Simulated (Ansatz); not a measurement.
Starting cell, InN (zinc blende):

```xyz
4
Lattice="0.0000 5.0494 5.0494 2.5247 0.0000 2.5247 2.5247 2.5247 0.0000" Properties=species:S:1:pos:R:3 pbc="T T T"
N      3.7871     3.7871     3.7871
N      3.7871     6.3118     6.3118
In     0.0000     0.0000     0.0000
In     2.5247     5.0494     2.5247
```

A phonon eigenvector at L = (0.5, 0.0, 0.0) is frozen into this cell: atom i moves by Q times the vector below, so Q is the largest atomic displacement, in Å. The cell is held. (q is in reciprocal vectors of the primitive cell; the cell shown is doubled to hold the pattern.)

| atom | x | y | z |
|---|---|---|---|
| N1 | 0.577 | -0.577 | -0.577 |
| N2 | -0.577 | 0.577 | 0.577 |
| In3 | -0.015 | 0.015 | 0.015 |
| In4 | 0.015 | -0.015 | -0.015 |

The numbers are results of PBE (plane waves to 420 eV, PAW, scalar-relativistic; Ansatz, a quantum-chemistry and plane-wave program), not measurements. k mesh 11×11×11 (Γ-centred), Fermi-Dirac smearing 0.05 eV. The energy includes the smearing's −TS. With partly filled bands, energies and forces of such displacements shift with the k mesh and the smearing. At this level the bands of InN touch or barely overlap; measurements give the solid a gap. InN was relaxed with its symmetry unable to fall. The PAW data are Ansatz's earlier set. The zero of ΔE is the undisplaced structure.

**Question.** Estimate the ΔE (meV/cell) and −dE/dQ from forces (eV/Å) for Q (Å) = -0.280, -0.233, -0.140, -0.047, 0.187.

**Answer.** 
```
Q (Å)   ΔE (meV/cell)  −dE/dQ from forces (eV/Å)
------  -------------  -------------------------
-0.280           1289                      9.802
-0.233            877                      7.857
-0.140            307                      4.456
-0.047             34                      1.444
0.187             553                     -6.090
```

(For displaced atoms, the force is minus the slope of the energy, and its curvature is a force constant, which sets phonon frequencies.)
